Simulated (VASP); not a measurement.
FeO:

```xyz
4
Lattice="1.5177 0.8762 2.5158 -1.5177 -0.8762 5.0316 0.0000 -3.5049 5.0316" Properties=species:S:1:pos:R:3 pbc="T T T"
Fe    0.0000    0.0000    0.0000
Fe    0.0000   -1.7525    2.5158
O     0.0000    0.0000    3.7737
O     0.0000   -1.7525    6.2895
```

Base run:

* Program: VASP 6.6.1
* Functional: PBEsol
* Potentials or basis: VASP PAW PBE potentials, release 64 (Fe, O)
* Cutoff: 450 eV
* k mesh: 9 × 9 × 7
* Occupations: gaussian, width 0.05 eV
* Spin: collinear spin, ferromagnetic start
* Starting moments: [4.0, 4.0, 0.0, 0.0] μB
* Hubbard terms: Fe d U = 6 eV

Its results: band gap on the k mesh none (metal or under the smearing width); net moment 8.02 μB per cell; site moments Fe +3.91; O +0.16 μB.

Question: After a change of settings the same cell gave: band gap on the k mesh 1.85 eV; net moment 0.00 μB per cell; site moments Fe +3.83, -3.83; O -0.02, +0.02 μB. Which change was it?
A. moments at the start from [4.0, 4.0, 0.0, 0.0] to [4.0, -4.0, 0.0, 0.0]
B. hubbard terms from Fe d U = 6 eV to none; moments at the start from [4.0, 4.0, 0.0, 0.0] to [4.0, -4.0, 0.0, 0.0]
C. k mesh from 9 × 9 × 7 to 13 × 13 × 11; hubbard terms from Fe d U = 6 eV to Fe d U = 4 eV
D. hubbard terms from Fe d U = 6 eV to none

Answer: A.

Caveats: only a ferromagnetic start was run, and an antiferromagnetic order may lie lower in energy (some runs); an odd mesh through Γ misses points on the zone boundary, where band edges often lie (some runs).

Not every run made on this cell is shown here.
